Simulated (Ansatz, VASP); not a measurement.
# One calculation of AlN, two programs

```
Al N
1.0
     3.16936    0.00000    0.00000
    -1.58468    2.74474    0.00000
     0.00000    0.00000    5.09067
Al N
2 2
Direct
  0.33333 0.66667 0.99945
  0.66667 0.33333 0.49945
  0.33333 0.66667 0.38055
  0.66667 0.33333 0.88055
```

Alike in both runs: functional PBE; k mesh 10 × 10 × 6; occupations gaussian, width 0.05 eV; no spin polarisation.

Ansatz relaxed the structure, and its values are those at the end. VASP's run is a single point on that final structure, the one shown.

|  | VASP | Ansatz |
| --- | --- | --- |
| version | VASP 6.6.1 | Ansatz 0.2.0 |
| potentials or method | VASP PAW PBE potentials, release 64 (Al, N) | scalar-relativistic, plane waves, PAW |
| plane-wave cutoff (eV) | 520 | 420 |
| valence electrons in the cell | 16 | 16 |

|  | VASP | Ansatz | Ansatz less VASP |
| --- | --- | --- | --- |
| gap on the k mesh at the Fermi level (eV) | 3.72 | 3.71 | -0.008 |
| least direct gap on the mesh (eV) | 3.72 | 3.71 | -0.008 |
| pressure (GPa) | -7.3 | -7.0 | +0.26 |
| rms of the force components (eV/Å) | 0.004 | 0.004 | -0.0003 |
